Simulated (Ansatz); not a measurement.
A trial cell of Ge, before relaxation:

```
Ge
1.0
     3.29332   -6.78732    0.00000
     3.29332    6.78732    0.00000
     0.00000    0.00000    3.89180
Ge
8
Cartesian
  2.0735 2.2614 0.0000
  4.5132 -2.2614 0.0000
  4.5132 2.2614 0.0000
  2.0735 -2.2614 0.0000
  5.3718 -1.2105 1.9459
  1.2149 1.2105 1.9459
  1.2149 -1.2105 1.9459
  5.3718 1.2105 1.9459
```

These are results of DFT PBE, scalar-relativistic, plane waves, PAW (Ansatz), not measurements. Cutoff 420 eV, Gaussian smearing, Γ-centred meshes. Cell and atoms relax first on a coarse mesh and then on a finer one. In between, the cell is made exact in the group found at 0.06 Å. In metals the finer mesh still leaves noise of several meV/atom or more. The steps can't lower the symmetry of their start. No spin polarisation.

A guess keeps its type if space group and coordination stay and the shape of the cell changes little (axis ratios within about 15 %, angles within 6°); the volume may change.

Q: Does this structure survive the relaxation?

A: It keeps its type. The symmetry stays Cmmm (No. 65). The volume per atom grows by 12.7 %, from 21.7 to 24.5 Å³. The shortest distance goes from 2.37 Å (Ge–Ge) to 2.49 Å (Ge–Ge). Counting neighbours within 15 % of an atom's shortest distance, the start has Ge 4 and the end Ge 4.

Energies count from the standard state of Ge at the same level.

Q: At what energy does it end?

A: +0.05 eV/atom. It lies above the standard state, so it could only be metastable.

The last run used a 6×6×10 mesh (in the run's order of axes) for its 8-atom cell and Gaussian smearing of 0.10 eV. A structure relaxed within its symmetry needn't be a true minimum.
